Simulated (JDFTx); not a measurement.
Crystal: HgSe.

```xyz
2
Lattice="0.0000 3.0390 3.0390 3.0390 0.0000 3.0390 3.0390 3.0390 0.0000" Properties=species:S:1:pos:R:3 pbc="T T T"
Hg    0.0000    0.0000    0.0000
Se    4.5585    4.5585    4.5585
```

Base run:

* Program: JDFTx 1.7.0 (patched build)
* Functional: PBEsol
* Potentials or basis: PseudoDojo-SR-PBEsol-0.4.1-standard
* Cutoff: 1170 eV
* Density cutoff: 9361 eV
* k mesh: 8 × 8 × 8
* Occupations: fermi-dirac, width 0.05 eV
* Spin: no spin polarisation

Its results: band gap on the k mesh none (metal or under the smearing width); pressure 1.4 GPa.

Problem. The run is repeated on the same cell with these changes: functional from PBEsol to LDA; potentials or basis from PseudoDojo-SR-PBEsol-0.4.1-standard to PseudoDojo-SR-LDA-0.4.1-standard. What comes out?

Solution. Band gap on the k mesh none (metal or under the smearing width); pressure -0.5 GPa.
